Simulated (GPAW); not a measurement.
Input of a GPAW 26.7.0 run:

Contents of run.py:

```python
import numpy as np
from ase.dft.bandgap import bandgap
from ase.io import read, write
from gpaw import GPAW, PW
from gpaw.xc import parametrizedxc

class ScaledMGGA(parametrizedxc.ParametrizedKernel):
    """Weighted sum of Libxc meta-GGA parts, named like '0.75_MGGA_X_..+1.0_MGGA_C_..'."""
    def __init__(self, name):
        super().__init__(name)
        self.type = 'MGGA'

    def calculate(self, e_g, n_sg, dedn_sg, sigma_xg, dedsigma_xg, tau_sg, dedtau_sg):
        e_g[:] = dedsigma_xg[:] = dedtau_sg[:] = 0.0
        for kernel, c in zip(self.kernels, self.coefs):
            e, v, s, t = [np.zeros_like(x) for x in [e_g, dedn_sg, dedsigma_xg, dedtau_sg]]
            kernel.calculate(e, n_sg, v, sigma_xg, s, tau_sg, t)
            e_g += c * e
            dedn_sg += c * v
            dedsigma_xg += c * s
            dedtau_sg += c * t

parametrizedxc.ParametrizedKernel = ScaledMGGA

atoms = read('POSCAR')

calc = GPAW(mode=PW(550),
            xc={'name': '0.500_MGGA_X_R2SCAN+1.0_MGGA_C_R2SCAN', 'fraction': 0.5, 'omega': 0.0, 'backend': 'pw'},
            kpts={'size': (5, 5, 5), 'gamma': True},
            occupations={'name': 'fermi-dirac', 'width': 0.001},
            nbands=11,
            convergence={'density': 0.0001},
            maxiter=40,
            txt='gpaw.txt')
atoms.calc = calc
energy = atoms.get_potential_energy()
calc.write('gs.gpw')
write('result.traj', atoms)
print(f'Energy: {energy:.6f} eV')
print('Fermi level:', round(calc.get_fermi_level(), 4), 'eV')
print(f'Gap: {bandgap(calc)[0]:.4f} eV, direct: {bandgap(calc, direct=True)[0]:.4f} eV')
```

The input POSCAR:

```
C
1.0
    0.0000000000      1.7833700000      1.7833700000
    1.7833700000      0.0000000000      1.7833700000
    1.7833700000      1.7833700000      0.0000000000
C
2
Direct
    0.7500000000      0.7500000000      0.7500000000
    0.5000000000      0.5000000000      0.5000000000
```

Potentials or basis: GPAW PAW data sets (gpaw-data 1.2.1), pw.

Launch:

```sh
$ OMP_NUM_THREADS=1 python run.py
```

(1) What does it give for the band gap on the k mesh?

## Answers

(1) 8.05 eV, indirect (least direct gap 9.92 eV).

Caveat: the k mesh is coarse (spacing up to 0.61 Å⁻¹), so the values aren't converged; the scaled meta-GGA exchange is a class typed in the script; an odd mesh through Γ misses points on the zone boundary, where band edges often lie.
